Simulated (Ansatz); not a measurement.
# Sn2H3: the cost of one run

Computed with Ansatz 0.2.0 (DFT PBE, scalar-relativistic, plane waves, PAW, unless a step's input says otherwise).

2 further runs of the same task are left out: 2 set aside as unsound or not needed.

**1. The structure to begin with**

It takes space group Fd-3m (No. 227, cubic). Conventional cell: a = 6.655 Å, b = 6.655 Å, c = 6.655 Å, α = 90.00°, β = 90.00°, γ = 90.00°. Sn (site symmetry -43m) is surrounded by 4 Sn at 2.88 Å.

Coordinates:

```
CELL_PARAMETERS angstrom
0.00000 3.32732 3.32732
3.32732 0.00000 3.32732
3.32732 3.32732 0.00000
ATOMIC_POSITIONS crystal
Sn 0.00000 0.00000 0.00000
Sn 0.25000 0.25000 0.25000
```

This cell was relaxed beforehand with the same method: volume 36.84 Å³/atom, gap on the mesh none (metal).

**2. The [110] wire, 4 host atoms a period with H caps**

The wire is cut from the relaxed crystal, periodic along c with vacuum across. Atoms and period relax; energies count from the bulk, -6024.2124 eV an atom. Each H cap counts from half an H2 molecule (-15.872 eV in a separate run).

The cell holds 4 Sn, 6 H: a = 14.200 Å, b = 16.300 Å, c = 4.706 Å, α = 90.00°, β = 90.00°, γ = 90.00°.

**3. Relaxation**

Pressure and volume refer to the whole cell with its vacuum; only the period along c may change.

Input file input.yaml:

```yaml
crystal:
  lattice:
    - [14.2, 0.0, 0.0]
    - [0.0, 16.3, 0.0]
    - [0.0, 0.0, 4.705547792]
  atoms:
    - { symbol: Sn, position: [0.5828441513, 0.4489674118, 0.0] }
    - { symbol: Sn, position: [0.4171558487, 0.6530977647, 0.5] }
    - { symbol: Sn, position: [0.5828441513, 0.3469022353, 0.5] }
    - { symbol: Sn, position: [0.4171558487, 0.5510325882, 0.0] }
    - { symbol: H, position: [0.6817437371, 0.5098902623, 0.0] }
    - { symbol: H, position: [0.5160554346, 0.7140206152, 0.5] }
    - { symbol: H, position: [0.3182562629, 0.7140206152, 0.5] }
    - { symbol: H, position: [0.4839445654, 0.2859793848, 0.5] }
    - { symbol: H, position: [0.6817437371, 0.2859793848, 0.5] }
    - { symbol: H, position: [0.3182562629, 0.4901097377, 0.0] }
basis:
  ecutwfc: 420
kpoints:
  mp_grid: { grid: [1, 1, 12] }
hamiltonian:
  xc: pbe
scf:
  occupations: { method: gaussian, width: 0.05 }
output:
  forces: true
  stress: true
  eigenvalues: true
  populations: true
  write_density: true
  write_potential: true
  elf: true
  volumetric_format: npy
relax:
  adjacent_minimum: "off"
  f_tol: 0.02
  max_steps: 45
  cell: { fix: [a, b, alpha, beta, gamma], stress_tol: 0.03 }
```

On the command line:

```bash
$ ansatz run input.yaml --threads 4 --pin off --max-ram 11264MiB --backend cpu --events-out ev --progress --plain --runs-dir out
```

**Question.** How long does this run take on 4 threads of Intel Xeon 6975P-C (Granite Rapids), shared host, and how much memory does it need?

About 21 s, with a peak of 1.7 GiB.
